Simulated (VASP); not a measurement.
The system is MgSe.

```xyz
2
Lattice="0.0000 2.7255 2.7255 2.7255 0.0000 2.7255 2.7255 2.7255 0.0000" Properties=species:S:1:pos:R:3 pbc="T T T"
Se    2.7255    2.7255    2.7255
Mg    0.0000    0.0000    0.0000
```

Program: VASP 6.6.1. Alike in all runs: potentials or basis VASP PAW PBE potentials, release 64 (Se, Mg); cell as given; cutoff (eV) 520. Hardware: 1 thread of Intel(R) Xeon(R) 6975P-C (Granite Rapids) (shared host).

Problem. Order these runs on this cell by their wall time, lowest first.
A. task band structure; level PBE0; spin off; k mesh 4 × 4 × 4; smearing fermi-dirac 0.05 eV; grid for exact exchange (PRECFOCK) Normal; exchange at q = 0 truncated; mesh quality coarse
B. task single point; level PBE0; spin SOC, no magnetisation; k mesh 4 × 4 × 4; smearing fermi-dirac 0.05 eV; grid for exact exchange (PRECFOCK) Fast; exchange at q = 0 default; mesh quality coarse
C. task single point; level PBE; spin off; k mesh 8 × 8 × 8; smearing gaussian 0.014 eV; mesh quality not flagged

Solution. C (6.2 s), B (150 s), A (860 s).

Caveats: some runs use coarse meshes.
